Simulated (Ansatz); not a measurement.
ZrS under changes of volume

One of the cells (18.088 Å³/atom); the others are scaled copies at fixed shape and fractional positions:

```
CELL_PARAMETERS angstrom
0.00000 2.62500 2.62500
2.62500 0.00000 2.62500
2.62500 2.62500 0.00000
ATOMIC_POSITIONS crystal
Zr 0.00000 0.00000 0.00000
S 0.50000 0.50000 0.50000
```

| Property | Result |
| --- | --- |
| Program | Ansatz 0.2.0 |
| Functional | r2SCAN |
| Dispersion | rVV10 |
| Potentials or basis | Ansatz PAW |
| Cutoff | 500 eV (not typed: the program's choice for these potentials) |
| k mesh | 9 × 9 × 9 |
| Occupations | fermi-dirac, width 0.05 eV |
| Spin | no spin polarisation |
| Hubbard terms | Zr d U = 4.5 eV |

```tsv
volume (Å³/atom)	energy over the lowest point (meV/atom)	pressure (GPa)
17.003	9.74	5.1
17.364	?	?
17.726	0.00	-0.5
18.088	3.98	-2.9
18.450	13.00	-5.0
18.811	26.46	-6.8
19.173	43.83	-8.4
```

What does the run at 17.364 Å³/atom give?

Energy over the lowest point 1.69 meV/atom; pressure 2.1 GPa.

Worked out: A Birch-Murnaghan fit of order 3 (a polynomial in V^(-2/3)) to the other rows has its minimum at 17.65 Å³/atom with B0 = V·E''(V) = 126 GPa and B' = 5.0. It gives 1.67 meV/atom at 17.364 Å³/atom, against the run's 1.69, and -dE/dV = 2.1 GPa, against 2.1.

Energies are extrapolated to zero smearing.

Caveats: U without spin polarisation on a metal has little footing; the PAW data sets come from PBE, with cores solved anew for the run's functional, which leaves a small shift of forces and pressure.
